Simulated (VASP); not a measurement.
Crystal: Zn2SnN2.

```
Zn Sn N
1.0
    -1.54246    2.32582    5.11707
     1.54246   -2.32582    5.11707
     1.54246    2.32582   -5.11707
Zn Sn N
2 1 2
Cartesian
  1.5425 0.0000 1.9271
  0.0000 2.3258 3.1900
  0.0000 2.3258 0.0000
  0.0000 0.0000 3.7610
  0.0000 0.0000 6.4731
```

The cell was built by a generator and needn't be a form met in nature.

- Program: VASP 6.6.1
- Task: relaxation of cell and atoms
- Functional: PBE
- Potentials or basis: VASP PAW PBE potentials, release 64 (Zn, Sn_d, N)
- Cutoff: 520 eV
- k mesh: 5 × 5 × 5
- Occupations: gaussian, width 0.15 eV
- Spin: no spin polarisation

At the start: pressure 4.2 GPa; volume 14.69 Å³/atom.

**Question.** How do energy, volume and symmetry change on relaxing?

**Answer.** Over 22 steps the energy falls by 358.5 meV/atom and the volume is 14.59 Å³/atom (-0.6 %); space group Immm (No. 71, to 0.05 Å).

The path:
| step | energy change (eV) | largest force (eV/Å) | pressure (GPa) | volume (Å³) |
| --- | --- | --- | --- | --- |
| 1 | 0.0000 | 2.9504 | 4.16 | 73.43 |
| 2 | -0.7832 | 0.6006 | -8.10 | 77.34 |
| 3 | -0.8169 | 0.4261 | -9.13 | 77.96 |
| 4 | -1.4380 | 0.2923 | -0.45 | 69.44 |
| 5 | -1.4718 | 0.2871 | 2.88 | 67.64 |
| 6 | -1.4718 | 0.2866 | 3.87 | 67.35 |
| 7 | -1.5388 | 0.4069 | 5.35 | 67.90 |
| 8 | -1.5393 | 0.4073 | 5.67 | 67.87 |
| 9 | -1.6186 | 0.4745 | -1.51 | 72.64 |
| 10 | -1.6190 | 0.4862 | -0.56 | 72.18 |
| 11 | -1.6190 | 0.4679 | -1.11 | 72.39 |
| 12 | -1.6597 | 0.4130 | -1.40 | 72.63 |
| 13 | -1.7522 | 0.2392 | -0.49 | 73.34 |
| 14 | -1.7323 | 0.2969 | -2.77 | 74.58 |
| 15 | -1.7858 | 0.0776 | -1.15 | 73.84 |
| 16 | -1.7867 | 0.0316 | -1.00 | 73.94 |
| 17 | -1.7880 | 0.1289 | 1.04 | 72.00 |
| 18 | -1.7918 | 0.0890 | -0.12 | 72.82 |
| 19 | -1.7917 | 0.0905 | 0.22 | 72.72 |
| 20 | -1.7918 | 0.0911 | 0.27 | 72.78 |
| 21 | -1.7913 | 0.0174 | -0.99 | 73.24 |
| 22 | -1.7923 | 0.0440 | -0.24 | 72.97 |

Final structure:
```cif
data_structure
_symmetry_space_group_name_H-M 'P 1'
_symmetry_Int_Tables_number 1
_cell_length_a 6.2129
_cell_length_b 6.2129
_cell_length_c 6.2129
_cell_angle_alpha 147.280
_cell_angle_beta 145.580
_cell_angle_gamma 48.223
_cell_volume 72.97
loop_
_atom_site_label
_atom_site_type_symbol
_atom_site_fract_x
_atom_site_fract_y
_atom_site_fract_z
_atom_site_occupancy
Zn1 Zn 0.20851 0.70851 0.50000 1
Zn2 Zn 0.79149 0.29149 0.50000 1
Sn1 Sn 0.50000 0.00000 0.50000 1
N1 N 0.34960 0.34960 0.00000 1
N2 N 0.65040 0.65040 0.00000 1
```

Caveat: the k mesh is coarse (spacing up to 0.49 Å⁻¹), so the values aren't converged.
